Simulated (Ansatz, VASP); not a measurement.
# In: VASP beside Ansatz

INCAR

```
SYSTEM = In
ALGO     = Normal         ! electronic algorithm
EDIFF    = 1E-6           ! SCF threshold, eV
ENCUT    = 520            ! plane-wave cutoff, eV
GGA      = PE             ! functional
ISIF     = 2              ! what is computed and relaxed
ISMEAR   = -1             ! smearing method
LASPH    = .True.         ! aspherical terms in the spheres
LCHARG   = .True.         ! write CHGCAR
LELF     = .True.         ! ELF
LREAL    = .False.        ! projectors in reciprocal space
LVHAR    = .True.       
LWAVE    = .False.        ! write WAVECAR
NBANDS   = 12             ! bands
NELM     = 100            ! most SCF steps
PREC     = Accurate       ! precision mode
SIGMA    = 0.03           ! smearing width, eV
```

Contents of KPOINTS:

```
k-points
0
Gamma
  12 12 12
  0 0 0
```

POSCAR

```
In
1.0
    3.0556603038      0.0000000000      0.0000000000
    0.0000000000      3.0556603038      0.0000000000
    0.0000000000      0.0000000000      3.0556603038
In
1
Direct
    0.0000000000      0.0000000000      0.0000000000
```

Input for Ansatz:

```yaml
crystal:
  lattice:
    - [3.0556603038, 0.0, 0.0]
    - [0.0, 3.0556603038, 0.0]
    - [0.0, 0.0, 3.0556603038]
  atoms:
    - { symbol: In, position: [0.0, 0.0, 0.0] }
kpoints:
  mp_grid: { grid: [12, 12, 12] }
scf:
  occupations: { method: fermi_dirac, width: 0.03 }
hamiltonian:
  xc: pbe
  pseudopotentials: { kind: all_electron, lapw: { basis_error: 0.00025 } }
output:
  forces: true
  stress: true
  eigenvalues: true
```

Change from the starting cell: volume scaled by 0.97.

Alike in both runs: task single point; functional PBE; k mesh 12 × 12 × 12; occupations fermi-dirac, width 0.03 eV; no spin polarisation.

|  | VASP | Ansatz |
| --- | --- | --- |
| version | VASP 6.6.1 | Ansatz 0.2.0 |
| potentials or method | VASP PAW PBE potentials, release 64 (In_d) | all-electron LAPW, scalar-relativistic |
| plane-wave cutoff (eV) | 520 | see its input |

```csv
,VASP,Ansatz,Ansatz less VASP
pressure (GPa),1.0,1.0,+0.06
```

Ansatz ran all-electron here, so the differences hold the error of VASP's frozen core and of both bases.
